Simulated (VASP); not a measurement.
Wanted: an ASE script for a VASP 6.6.1 run.

```yaml
Task: single point
Functional: LDA
Potentials_or_basis: VASP PAW LDA potentials, release 64 (W_sv, S)
Cutoff: 520 eV
k_mesh: 10 × 10 × 1
Occupations: gaussian, width 0.05 eV
Spin: no spin polarisation
Further_INCAR_settings: ALGO = Normal; EDIFF = 1.00e-07
```

The structure of WS2 lies in WS2.cif:

```cif
data_WS2
_cell_length_a 3.18295417
_cell_length_b 3.18295417
_cell_length_c 28.53221786
_cell_angle_alpha 90.00000000
_cell_angle_beta 90.00000000
_cell_angle_gamma 120.00000000
_space_group_name_H-M_alt 'P1'
_space_group_name_Hall 'P 1'
_space_group_IT_number 1
loop_
_space_group_symop_operation_xyz
'x,y,z'
loop_
_atom_site_label
_atom_site_type_symbol
_atom_site_symmetry_multiplicity
_atom_site_Wyckoff_symbol
_atom_site_fract_x
_atom_site_fract_y
_atom_site_fract_z
_atom_site_occupancy
W1 W 1 a 0.6666666667 0.3333333333 0.4343616800 1
W2 W 1 a 0.6666666667 0.3333333333 0.8855337800 1
W3 W 1 a 0.0000000000 0.0000000000 0.6592864300 1
S1 S 1 a 0.6666666667 0.3333333333 0.6046252100 1
S2 S 1 a 0.0000000000 0.0000000000 0.3797102500 1
S3 S 1 a 0.0000000000 0.0000000000 0.8308482800 1
S4 S 1 a 0.6666666667 0.3333333333 0.7139522100 1
S5 S 1 a 0.0000000000 0.0000000000 0.4890304200 1
S6 S 1 a 0.0000000000 0.0000000000 0.9401857300 1
```

These files were run (other wordings do the same):

run.py

```python
from ase.calculators.vasp import Vasp
from ase.dft.bandgap import bandgap
from ase.io import read

atoms = read('WS2.cif')
calc = Vasp(
    directory='calc',
    xc='lda',
    pp='LDA',
    setups={'base': 'minimal', 'W': '_sv'},
    prec='Accurate',
    encut=520,
    ediff=1e-07,
    ismear=0,
    sigma=0.05,
    lreal=False,
    lasph=True,
    nelm=60,
    algo='Normal',
    isif=2,
    lwave=False,
    lcharg=False,
    kpts=[10, 10, 1],
    gamma=True,
)
atoms.calc = calc

print('energy (eV):', atoms.get_potential_energy())
print('free energy (eV):', atoms.get_potential_energy(force_consistent=True))
print('forces (eV/A):')
print(atoms.get_forces())
print('stress (eV/A^3, Voigt):', atoms.get_stress())
print('Fermi level (eV):', calc.get_fermi_level())
gap, top, bottom = bandgap(calc)
print('band gap (eV):', gap, 'from (spin, k, band)', top, 'to', bottom)
```

Potentials or basis: VASP PAW LDA potentials, release 64 (W_sv, S).

Launch:

```sh
$ python run.py
```

Results of the run:

| Quantity | Value |
| --- | --- |
| Largest force | 0.354 eV/Å |
| Band gap on the k mesh | 1.40 eV, indirect (least direct gap 2.10 eV) |

Caveat: spin-orbit coupling is left out, which moves the levels of the heavy elements.

Run time: 4 min on 1 thread of Intel(R) Xeon(R) Platinum 8488C (Sapphire Rapids) (shared host), peak memory 0.33 GiB.
